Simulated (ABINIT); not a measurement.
Write the native input for ABINIT 10.8.3 (patched build) that does the following.

* Task: band structure
* Functional: PBE
* Potentials or basis: JTH PAW PBE v2.0
* Cutoff: 626 eV
* k mesh: 10 × 10 × 9
* Occupations: fermi-dirac, width 0.05 eV
* Spin: no spin polarisation
* Fine-grid cutoff: 1224.51 eV

The system is WC (Qusongite).

```
CELL_PARAMETERS angstrom
2.90650 0.00000 0.00000
-1.45325 2.51710 0.00000
0.00000 0.00000 2.83660
ATOMIC_POSITIONS crystal
W 0.00000 0.00000 0.00000
C 0.66667 0.33333 0.50000
```

One way to write it, as run:

run.abi

```
# Datasets: ground state, then fixed potential
ndtset 2

# Pseudopotentials
pp_dirpath "./"
pseudos "W.GGA_PBE-JTH.xml, C.GGA_PBE-JTH.xml"

# Structure
acell 5.4924889812 5.4924889812 5.3603971251
rprim
     1.0000000000     0.0000000000     0.0000000000
    -0.5000000000     0.8660254038     0.0000000000
     0.0000000000     0.0000000000     1.0000000000
ntypat 2
znucl 74 6
natom 2
typat 1 2
xred
     0.0000000000     0.0000000000     0.0000000000
     0.6666666667     0.3333333333     0.5000000000

# Plane-wave basis
ecut 23.0
pawecutdg 45.0
pawxcdev 0

# Exchange and correlation
ixc 11

# Bands and occupations
occopt 3
tsmear 0.00183747

# SCF cycle
nstep 100

# Output
iomode 3
prtwf 0
prteig 0
prtebands 0
enunit 1
prtden1 1
prtvha1 1
prtvclmb1 1
prtpot1 1

# Dataset 1
kptopt1 1
ngkpt1 10 10 9
nshiftk1 1
shiftk1 0.0 0.0 0.0
nband1 13
tolvrs1 1.0e-9

# Dataset 2: bands along G-M-K-G-A-L-H-A
iscf2 -2
getden2 1
nband2 19
nbdbuf2 4
tolwfr2 1.0e-11
kptopt2 -7
ndivsm2 8
prteig2 1
kptbounds2
     0.0000000000     0.0000000000     0.0000000000
     0.5000000000     0.0000000000     0.0000000000
     0.3333333333     0.3333333333     0.0000000000
     0.0000000000     0.0000000000     0.0000000000
     0.0000000000     0.0000000000     0.5000000000
     0.5000000000     0.0000000000     0.5000000000
     0.3333333333     0.3333333333     0.5000000000
     0.0000000000     0.0000000000     0.5000000000
```

Potentials or basis: JTH PAW PBE v2.0.

Launch:

```console
$ abinit run.abi > log 2>&1
```

Results of the run:

```yaml
Pressure: 6.0 GPa
Band_gap_on_the_k_mesh: none (metal or under the smearing width)
Valence_electrons_inside_the_program's_atomic_spheres: W 11.88; C 2.47
```

Caveat: spin-orbit coupling is left out, which moves the levels of the heavy elements.

Wall time 30 s on 1 thread of Arm Neoverse V2, with other jobs on the host, peak memory 0.12 GiB.
